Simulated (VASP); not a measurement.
# GeSb2Te4 (Fd-3m) in VASP: further runs

The runs below take GeSb2Te4 through relaxation of cell and atoms, with PBE.

Program: VASP 6.6.1. These are calculated values, not measurements. Logs are shortened: lines on timing, memory, paths and dates and some standing lists are left out, and cuts for length are marked.

**1. The crystal as given**

The structure is cubic, space group Fd-3m (No. 227). Conventional cell: a = 12.628 Å, b = 12.628 Å, c = 12.628 Å, α = 90.00°, β = 90.00°, γ = 90.00°. Around Ge (site symmetry -43m) lie 4 Te at 2.83 Å. Sb (site symmetry -3m) is surrounded by 6 Te at 3.10 Å. Around Te (site symmetry 3m) lie 1 Ge at 2.83 Å and 3 Sb at 3.10 Å.

The cell was built by a generator and needn't be a form met in nature.

**2. Relaxation of cell and atoms, PBE**

INCAR

```
SYSTEM = GeSb2Te4
PREC = Accurate ; ENCUT = 520
EDIFF = 1E-6 ; ISMEAR = 0
SIGMA = 0.03 ; LREAL = .False.
LASPH = .True. ; NELM = 120
ALGO = Normal ; ISIF = 3
LWAVE = .False. ; LCHARG = .False.
GGA = PE ; IBRION = 2
NSW = 90 ; EDIFFG = -0.01
KPAR = 4
```

KPOINTS

```
regular mesh
0
Gamma
  4 4 4
  0 0 0
```

POSCAR

```
GeSb2Te4
1.0
    0.0000000000      6.3140000000      6.3140000000
    6.3140000000      0.0000000000      6.3140000000
    6.3140000000      6.3140000000      0.0000000000
Ge Sb Te
2 4 8
Direct
    0.7500000000      0.7500000000      0.7500000000
    0.5000000000      0.5000000000      0.5000000000
    0.1250000000      0.1250000000      0.1250000000
    0.6250000000      0.1250000000      0.1250000000
    0.1250000000      0.6250000000      0.1250000000
    0.1250000000      0.1250000000      0.6250000000
    0.8794741800      0.3615774500      0.8794741800
    0.8794741800      0.8794741800      0.8794741800
    0.8794741800      0.8794741800      0.3615774500
    0.3615774500      0.8794741800      0.8794741800
    0.8884225500      0.3705258200      0.3705258200
    0.3705258200      0.8884225500      0.3705258200
    0.3705258200      0.3705258200      0.8884225500
    0.3705258200      0.3705258200      0.3705258200
```

Potentials or basis: VASP PAW PBE potentials, release 64 (Ge_d, Sb, Te).

The run is started by

```console
$ cat potpaw_PBE.64/Ge_d/POTCAR potpaw_PBE.64/Sb/POTCAR potpaw_PBE.64/Te/POTCAR > POTCAR
$ mpirun -np 4 vasp_std > vasp.out
```

OUTCAR:

```text
SYSTEM = GeSb2Te4
   PREC = Accurate
   ENCUT = 520
   EDIFF = 1E-6
   ISMEAR = 0
   LREAL = .False.
   LASPH = .True.
   NELM = 120
   ISIF = 3
   GGA = PE
   IBRION = 2
   NSW = 90
   EDIFFG = -0.01

 ion  position               nearest neighbor table
   1  0.750  0.750  0.750-   8 2.83   9 2.83   7 2.83  10 2.83
   2  0.500  0.500  0.500-  14 2.83  13 2.83  11 2.83  12 2.83
   3  0.125  0.125  0.125-   7 3.10   9 3.10  10 3.10  11 3.10  12 3.10  13 3.10
   4  0.625  0.125  0.125-   7 3.10   9 3.10  12 3.10  13 3.10   8 3.10  14 3.10
   5  0.125  0.625  0.125-   9 3.10  10 3.10  11 3.10  13 3.10   8 3.10  14 3.10
   6  0.125  0.125  0.625-   7 3.10  10 3.10  11 3.10  12 3.10   8 3.10  14 3.10
   7  0.879  0.362  0.879-   1 2.83   4 3.10   6 3.10   3 3.10
   8  0.879  0.879  0.879-   1 2.83   4 3.10   5 3.10   6 3.10
   9  0.879  0.879  0.362-   1 2.83   4 3.10   5 3.10   3 3.10
  10  0.362  0.879  0.879-   1 2.83   5 3.10   6 3.10   3 3.10
  11  0.888  0.371  0.371-   2 2.83   5 3.10   6 3.10   3 3.10
  12  0.371  0.888  0.371-   2 2.83   4 3.10   6 3.10   3 3.10
  13  0.371  0.371  0.888-   2 2.83   4 3.10   5 3.10   3 3.10
  14  0.371  0.371  0.371-   2 2.83   4 3.10   5 3.10   6 3.10

  LATTYP: Found a face centered cubic cell.
 ALAT       =    12.6280000000

  Lattice vectors:

 A1 = (   0.0000000000,   6.3140000000,   6.3140000000)
 A2 = (   6.3140000000,   0.0000000000,   6.3140000000)
 A3 = (   6.3140000000,   6.3140000000,   0.0000000000)

Analysis of symmetry for initial positions (statically):
=====================================================================
 Subroutine PRICEL returns:
 Original cell was already a primitive cell.

 Routine SETGRP: Setting up the symmetry group for a
 face centered cubic supercell.

 Subroutine GETGRP returns: Found 48 space group operations
 (whereof 24 operations were pure point group operations)
 out of a pool of 48 trial point group operations.

The static configuration has the point symmetry T_d .
 The point group associated with its full space group is O_h .

Analysis of symmetry for dynamics (positions and initial velocities):
=====================================================================
 Subroutine PRICEL returns:
 Original cell was already a primitive cell.

 Routine SETGRP: Setting up the symmetry group for a
 face centered cubic supercell.

 Subroutine GETGRP returns: Found 48 space group operations
 (whereof 24 operations were pure point group operations)
 out of a pool of 48 trial point group operations.

The dynamic configuration has the point symmetry T_d .
 The point group associated with its full space group is O_h .

[... 97 lines left out ...]
   ISTART =      0    job   : 0-new  1-cont  2-samecut
   ICHARG =      2    charge: 1-file 2-atom 10-const
   ISPIN  =      1    spin polarized calculation?
   LNONCOLLINEAR =      F non collinear calculations
   LSORBIT =      F    spin-orbit coupling
   LASPH  =      T    aspherical Exc in radial PAW
   ENCUT  =  520.0 eV  38.22 Ry    6.18 a.u.  16.60 16.60 16.60*2*pi/ulx,y,z
   NELM   =    120;   NELMIN=  2; NELMDL= -5     # of ELM steps
   EDIFF  = 0.1E-05   stopping-criterion for ELM
   LREAL  =      F    real-space projection
   EDIFFG = -.1E-01   stopping-criterion for IOM
   NSW    =     90    number of steps for IOM
   IBRION =      2    ionic relax: 0-MD 1-quasi-New 2-CG
   NFREE  =      1    steps in history (QN), initial steepest desc. (CG)
   ISIF   =      3    stress and relaxation
   ISYM   =      2    0-nonsym 1-usesym 2-fastsym
   POTIM  = 0.5000    time-step for ionic-motion
   TEBEG  =    0.0;   TEEND  =   0.0 temperature during run
   PSTRESS=    0.0 pullay stress
   NELECT =      96.0000    total number of electrons
   NUPDOWN=      -1.0000    fix difference up-down
   EMIN   =  10.00;   EMAX   =-10.00  energy-range for DOS
   EFERMI =   0.00;   METHOD = LEGACY
   ISMEAR =     0;   SIGMA  =   0.03  broadening in eV -4-tet -1-fermi 0-gaus
   EFERMI_NEDOS =   21; number of points for ismear=-14 and -15
   IALGO  =     38    algorithm
   IMIX   =      4    mixing-type and parameters
     AMIX     =   0.40;   BMIX     =  1.00
     AMIX_MAG =   1.60;   BMIX_MAG =  1.00
  volume/ion in A,a.u.               =      35.96       242.67
  Fermi-wavevector in a.u.,A,eV,Ry     =   0.942289  1.780668 12.080723  0.887908
  Thomas-Fermi vector in A             =   2.069883
   LORBIT       =      0    0 simple, 1 ext, 2 COOP (PROOUT), +10 PAW based schemes
   GGA     = PE    functional components
   LHFCALC =     F    Hartree Fock is set to
   AEXX    =    0.0000 exact exchange contribution
   IVDW    =     0    specifies the selected vdW correction
   LEPSILON=     F    determine dielectric tensor
   LRPA    =     F    only Hartree local field effects (RPA)
 conjugate gradient relaxation of ions
 non-spin polarized calculation
 Gauss-broadening in eV      SIGMA  =   0.03
  energy-cutoff  :      520.00
  volume of cell :      503.44
 maximum number of plane-waves:     13600
 NGX is ok and might be reduce to    70
   NGX = 33   NGY = 33   NGZ = 33

--------------------------------------- Ionic step        1  -------------------------------------------

 number of electron      96.0000008 magnetization

 Free energy of the ion-electron system (eV)
  ---------------------------------------------------
  ext. energy  EPLUGINS =         0.00000000
  ---------------------------------------------------
  free energy    TOTEN  =       -51.05657987 eV

  energy without entropy =      -51.05657987  energy(sigma->0) =      -51.05657987

------------------------ aborting loop because EDIFF is reached ----------------------------------------

  FORCE on cell =-STRESS in cart. coord.  units (eV):
  Direction    XX          YY          ZZ          XY          YZ          ZX
  --------------------------------------------------------------------------------------
  -------------------------------------------------------------------------------------
  Total        1.8267505      1.8267505      1.8267505      0.0000000      0.0000000      0.0000000
  in kB        5.8136127      5.8136127      5.8136127      0.0000000      0.0000000      0.0000000
  external PRESSURE =       5.8136127 kB  Pullay stress =       0.0000000 kB
[... 179 lines left out ...]
--------------------------------------- Ionic step        5  -------------------------------------------

 number of electron      95.9999984 magnetization

 Free energy of the ion-electron system (eV)
  ---------------------------------------------------
  ext. energy  EPLUGINS =         0.00000000
  ---------------------------------------------------
  free energy    TOTEN  =       -51.08972549 eV

  energy without entropy =      -51.08972549  energy(sigma->0) =      -51.08972549

 E-fermi :   4.5317     XC(G=0):  -8.4844

 val. band max:        4.3588942114   @ k =  -0.2500   0.5000   0.2500
 cond. band min:       4.9220410698   @ k =   0.0000   0.0000   0.0000
 fundamental gap:      0.5631468583
 Fermi energy:         4.5316730577

 k-point     1 :       0.0000    0.0000    0.0000
  band No.  band energies     occupation
      1     -20.4348      2.00000
      2     -20.4348      2.00000
      3     -20.4348      2.00000
      4     -20.4348      2.00000
      5     -20.4348      2.00000
      6     -20.4348      2.00000
[... 510 lines left out ...]
  FREE ENERGIE OF THE ION-ELECTRON SYSTEM (eV)
  ---------------------------------------------------
  free  energy   TOTEN  =       -51.0897254943 eV

  energy  without entropy=      -51.0897254943  energy(sigma->0) =      -51.08972549

 reached required accuracy - stopping structural energy minimisation
```

CONTCAR:

```text
GeSb2Te4
   1.00000000000000
     0.0000000000000000    6.3521452958896054    6.3521452958896054
     6.3521452958896054   -0.0000000000000000    6.3521452958896054
     6.3521452958896054    6.3521452958896054    0.0000000000000000
  Ge              Sb              Te
     2     4     8
Direct
[... 18 lines left out ...]
  0.00000000E+00  0.00000000E+00  0.00000000E+00
  0.00000000E+00  0.00000000E+00  0.00000000E+00
  0.00000000E+00  0.00000000E+00  0.00000000E+00
  0.00000000E+00  0.00000000E+00  0.00000000E+00
  0.00000000E+00  0.00000000E+00  0.00000000E+00
  0.00000000E+00  0.00000000E+00  0.00000000E+00
  0.00000000E+00  0.00000000E+00  0.00000000E+00
  0.00000000E+00  0.00000000E+00  0.00000000E+00
  0.00000000E+00  0.00000000E+00  0.00000000E+00
  0.00000000E+00  0.00000000E+00  0.00000000E+00
  0.00000000E+00  0.00000000E+00  0.00000000E+00
```

It took 4.3 min on 4 MPI ranks of Intel Xeon 6975P-C (Granite Rapids), shared host; peak memory 0.9 GiB.

Results:

- Free energy: -51.0897 eV
- Relaxed volume: 36.62 Å³/atom
- Relaxed cell: a = 8.983 Å, b = 8.983 Å, c = 8.983 Å, α = 60.00°, β = 60.00°, γ = 60.00°
- Space group after relaxing (to 0.05 Å): Fd-3m (No. 227)
- Energy gained by relaxing: 2.4 meV/atom
- Ionic steps: 5
- Pressure after relaxing: 0.0 GPa
- Largest force after relaxing: 0.007 eV/Å
- Band gap on the k mesh: 0.56 eV, indirect (least direct gap 0.86 eV)

Forces in eV/Å, atoms in the order of the input:
```
Ge   0.000  0.000  0.000
Ge   0.000  0.000  0.000
Sb   0.000  0.000  0.000
Sb   0.000  0.000  0.000
Sb   0.000  0.000  0.000
Sb   0.000  0.000  0.000
Te  -0.004  0.004 -0.004
Te   0.004  0.004  0.004
Te  -0.004 -0.004  0.004
Te   0.004 -0.004 -0.004
Te  -0.004  0.004  0.004
Te   0.004 -0.004  0.004
Te   0.004  0.004 -0.004
Te  -0.004 -0.004 -0.004
```

Step by step:
```tsv
step	energy change (eV)	largest force (eV/Å)	pressure (GPa)	volume (Å³)
1	0.0000	0.1495	0.58	503.44
2	-0.0210	0.1424	-0.14	513.00
3	-0.0210	0.1426	-0.13	512.90
4	-0.0288	0.0853	-0.08	512.78
5	-0.0331	0.0075	0.01	512.61
```

Final structure:
```
CELL_PARAMETERS angstrom
0.00000 6.35215 6.35215
6.35215 0.00000 6.35215
6.35215 6.35215 0.00000
ATOMIC_POSITIONS crystal
Ge 0.75000 0.75000 0.75000
Ge 0.50000 0.50000 0.50000
Sb 0.12500 0.12500 0.12500
Sb 0.62500 0.12500 0.12500
Sb 0.12500 0.62500 0.12500
Sb 0.12500 0.12500 0.62500
Te 0.88070 0.35789 0.88070
Te 0.88070 0.88070 0.88070
Te 0.88070 0.88070 0.35789
Te 0.35789 0.88070 0.88070
Te 0.89211 0.36930 0.36930
Te 0.36930 0.89211 0.36930
Te 0.36930 0.36930 0.89211
Te 0.36930 0.36930 0.36930
```

Levels at points of the mesh, in eV from the valence-band top:
```csv
k point,band 45,band 46,band 47,band 48,band 49,band 50,band 51,band 52
"(0.00, 0.00, 0.00)",-0.92,-0.92,-0.92,-0.49,0.56,0.56,0.56,1.23
"(0.50, 0.00, 0.00)",-0.82,-0.82,-0.58,-0.44,0.66,0.66,1.42,1.59
"(0.50, 0.50, 0.00)",-0.41,-0.41,-0.24,-0.24,1.06,1.06,1.53,1.53
```

Caveat: spin-orbit coupling is left out, which moves the levels of the heavy elements. A k mesh can miss the band edges.

**3. Relaxation of cell and atoms, PBE**

This run uses another cell than the first one, of 36.62 Å³/atom, 1.018 times its volume.

INCAR

```
SYSTEM = GeSb2Te4
PREC = Accurate ; ENCUT = 520
EDIFF = 1E-7 ; ISMEAR = 0
SIGMA = 0.03 ; LREAL = .False.
LASPH = .True. ; NELM = 120
ALGO = Normal ; ISIF = 3
LWAVE = .False. ; LCHARG = .False.
GGA = PE ; IBRION = 2
NSW = 60 ; EDIFFG = -0.005
POTIM = 0.3 ; KPAR = 4
```

KPOINTS is that of step 2.

POSCAR

```
GeSb2Te4                                
1.0
    0.0000000000      6.3521452959      6.3521452959
    6.3521452959     -0.0000000000      6.3521452959
    6.3521452959      6.3521452959      0.0000000000
  Ge              Sb              Te            
     2     4     8
Direct
     0.7500000000000000    0.7500000000000000    0.7500000000000000
     0.5000000000000000    0.5000000000000000    0.5000000000000000
     0.1250000000000000    0.1250000000000000    0.1250000000000000
     0.6250000000000000    0.1250000000000000    0.1250000000000000
     0.1250000000000000    0.6250000000000000    0.1250000000000000
     0.1250000000000000    0.1250000000000000    0.6250000000000000
     0.8807019186024527    0.3578942341926485    0.8807019186024527
     0.8807019186024527    0.8807019186024527    0.8807019186024527
     0.8807019186024527    0.8807019186024527    0.3578942341926485
     0.3578942341926485    0.8807019186024527    0.8807019186024527
     0.8921057658073516    0.3692980813975474    0.3692980813975474
     0.3692980813975474    0.8921057658073516    0.3692980813975474
     0.3692980813975474    0.3692980813975474    0.8921057658073516
     0.3692980813975474    0.3692980813975474    0.3692980813975474
```

Potentials or basis: VASP PAW PBE potentials, release 64 (Ge_d, Sb, Te).

The run is started by

```console
$ cat potpaw_PBE.64/Ge_d/POTCAR potpaw_PBE.64/Sb/POTCAR potpaw_PBE.64/Te/POTCAR > POTCAR
$ mpirun -np 4 vasp_std > vasp.out
```

It took 2.7 min on 4 MPI ranks of Intel Xeon 6975P-C (Granite Rapids), shared host; peak memory 0.91 GiB.

Results (log left out):

```yaml
Free_energy: -51.0902 eV
Relaxed_volume: 36.64 Å³/atom
Relaxed_cell: a = 8.985 Å, b = 8.985 Å, c = 8.985 Å, α = 60.00°, β = 60.00°, γ = 60.00°
Space_group_after_relaxing_to_0.05_Å: Fd-3m (No. 227)
Energy_gained_by_relaxing: 0.0 meV/atom
Ionic_steps: 3
Pressure_after_relaxing: 0.0 GPa
Largest_force_after_relaxing: 0.004 eV/Å
Band_gap_on_the_k_mesh: 0.56 eV, indirect (least direct gap 0.86 eV)
```

Forces in eV/Å, atoms in the order of the input:
```
Ge   0.000  0.000  0.000
Ge   0.000  0.000  0.000
Sb   0.000  0.000  0.000
Sb   0.000  0.000  0.000
Sb   0.000  0.000  0.000
Sb   0.000  0.000  0.000
Te  -0.002  0.002 -0.002
Te   0.002  0.002  0.002
Te  -0.002 -0.002  0.002
Te   0.002 -0.002 -0.002
Te  -0.002  0.002  0.002
Te   0.002 -0.002  0.002
Te   0.002  0.002 -0.002
Te  -0.002 -0.002 -0.002
```

Final structure:
```
CELL_PARAMETERS angstrom
0.00000 6.35337 6.35337
6.35337 0.00000 6.35337
6.35337 6.35337 0.00000
ATOMIC_POSITIONS crystal
Ge 0.75000 0.75000 0.75000
Ge 0.50000 0.50000 0.50000
Sb 0.12500 0.12500 0.12500
Sb 0.62500 0.12500 0.12500
Sb 0.12500 0.62500 0.12500
Sb 0.12500 0.12500 0.62500
Te 0.88074 0.35778 0.88074
Te 0.88074 0.88074 0.88074
Te 0.88074 0.88074 0.35778
Te 0.35778 0.88074 0.88074
Te 0.89222 0.36926 0.36926
Te 0.36926 0.89222 0.36926
Te 0.36926 0.36926 0.89222
Te 0.36926 0.36926 0.36926
```

Levels at points of the mesh, in eV from the valence-band top:
| k point | band 46 | band 47 | band 48 | band 49 | band 50 | band 51 |
| --- | --- | --- | --- | --- | --- | --- |
| (0.00, 0.00, 0.00) | -0.92 | -0.92 | -0.49 | 0.56 | 0.56 | 0.56 |
| (0.50, 0.00, 0.00) | -0.82 | -0.58 | -0.44 | 0.66 | 0.66 | 1.42 |
| (0.50, 0.50, 0.00) | -0.41 | -0.24 | -0.24 | 1.06 | 1.06 | 1.53 |

Caveat: spin-orbit coupling is left out, which moves the levels of the heavy elements. A k mesh can miss the band edges.
